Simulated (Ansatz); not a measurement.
**Relaxing MoS2 in the rutile type**

First guess:

```xyz
6
Lattice="5.4949 0.0000 0.0000 0.0000 5.4949 0.0000 0.0000 0.0000 3.6267" Properties=species:S:1:pos:R:3 pbc="T T T"
Mo    0.0000    0.0000    0.0000
Mo    2.7475    2.7475    1.8133
S     1.6760    1.6760    0.0000
S     3.8190    3.8190    0.0000
S     4.4234    1.0715    1.8133
S     1.0715    4.4234    1.8133
```

Method: DFT, PBE, PAW with Ansatz's default frozen-core files, scalar-relativistic (Ansatz 0.2.0).

Cell and atoms relax within the symmetry of the start on a 6×6×10 k mesh with 0.03 eV Fermi–Dirac smearing.

The start is built from a prototype, known or not as a phase of this compound; the cutoff is 420 eV.

What is the pressure of the first guess?

6.79 GPa.

What does it relax to?

a = 5.874 Å, b = 5.874 Å, c = 3.232 Å, α = 90.00°, β = 90.00°, γ = 90.00° (conventional cell), 18.59 Å³ per atom:
Space group P4_2/mnm (No. 136). a = 5.874 Å, b = 5.874 Å, c = 3.232 Å, α = 90.00°, β = 90.00°, γ = 90.00°
| atom | site | symmetry | x | y | z |
| --- | --- | --- | --- | --- | --- |
| Mo | 2a | m.mm | 0.0000 | 0.0000 | 0.0000 |
| S | 4f | m.2m | 0.2870 | 0.2870 | 0.0000 |

How much energy does the relaxation release?

153 meV/atom.
